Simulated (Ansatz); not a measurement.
Level of theory: DFT PBE, scalar-relativistic, plane waves, PAW in Ansatz 0.2.0. Settings: cutoff 420 eV, Γ-centred meshes spaced at most about 0.3 Å⁻¹, and about 0.25 Å⁻¹ or finer for metals (2π included), Gaussian smearing. No spin polarisation in the final relaxations.

All energies are static (0 K, no zero-point motion). Lower structures may exist.

**Question.** Which of these relaxed structures of Si₂Mo is the lowest in energy?
A. Space group P4/mmm (No. 123), tetragonal, a = 3.489 Å, c = 4.761 Å. Si on its first site is surrounded by 4 Mo at 2.47 Å; around Si on its second site lie 2 Mo at 2.38 Å; Mo is surrounded by 6 Si at 2.38–2.47 Å.
B. Space group Cmc2_1 (No. 36), orthorhombic, a = 3.330 Å, b = 8.717 Å, c = 6.143 Å. Si on its first site is surrounded by 1 Si at 2.31 Å, 2 Si at 2.51 Å, 4 Mo at 2.51–2.65 Å and 1 Mo at 2.95 Å; around Si on its second site lie 1 Si at 2.31 Å, 2 Si at 2.51 Å and 4 Mo at 2.53–2.62 Å; Mo is surrounded by 8 Si at 2.51–2.65 Å and 1 Si at 2.95 Å.
C. Space group I4/mmm (No. 139), tetragonal, a = 3.217 Å, c = 7.873 Å. Si is surrounded by 5 Si at 2.60–2.64 Å, 5 Mo at 2.62–2.64 Å and 4 Si at 3.22 Å; Mo has 10 Si at 2.62–2.64 Å and 4 Mo at 3.22 Å.
D. Space group P6/mmm (No. 191), hexagonal, a = 5.256 Å, c = 4.076 Å. Si on a site of symmetry mmm has 4 Mo at 2.54 Å and 6 Si at 2.63 Å; around Si on a site of symmetry 6/mmm lie 6 Si at 2.63 Å; Mo has 6 Si at 2.54 Å and 3 Mo at 3.03 Å.

**Answer.** C. It has space group I4/mmm (No. 139); the next, B, with space group Cmc2_1 (No. 36), lies 290 meV/atom higher. Counting Si atoms around Mo (those within 1.25 times the shortest such distance or 1.15 times the sum of covalent radii; a plus sign parts nearer from farther groups), the lowest has Mo 10 and the next has Mo 8+1. The next holds Si–Si nets (shortest 2.31 Å); in the lowest the shortest Si–Si distance is 2.60 Å, near bonding range too.

The I4/mmm cell at 13.6 Å³/atom was relaxed from a cell as deposited in COD. Cells relaxed within their symmetry can be saddle points. The Cmc2_1 cell of Si2Mo came from shaking the P4/mmm one. Some types were kept out of the candidates beforehand, so the set may lack a known form.
